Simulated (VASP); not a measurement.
Li, 9 atoms in the cell. The cell holds a wire with vacuum, 9 atoms: a = 16.000 Å, b = 14.200 Å, c = 2.972 Å, α = 90.00°, β = 90.00°, γ = 90.00°. 

```yaml
Program: VASP 6.6.1
Task: single point
Functional: PBE
Potentials_or_basis: VASP PAW PBE potentials, release 64 (Li_sv)
Cutoff: 520 eV
k_mesh: 1 × 1 × 11
Occupations: gaussian, width 0.05 eV
Spin: no spin polarisation
Dipole_correction: no
Further_INCAR_settings: ALGO = Normal; EDIFF = 1e-06; NBANDS = 24
```

Potentials or basis: VASP PAW PBE potentials, release 64 (Li_sv).

Run with:

```sh
$ cat potpaw_PBE.64/Li_sv/POTCAR > POTCAR
$ mpirun -np 1 vasp_std > vasp.out
```

Hardware: 1 thread of Intel(R) Xeon(R) Platinum 8559C (Emerald Rapids), on a shared host.

Q: How long does it take, and how much memory?

A: Run time: 2.4 min on 1 thread of Intel(R) Xeon(R) Platinum 8559C (Emerald Rapids), with other jobs on the host, peak memory 0.59 GiB. Counts: scf iterations 21, k points 6.
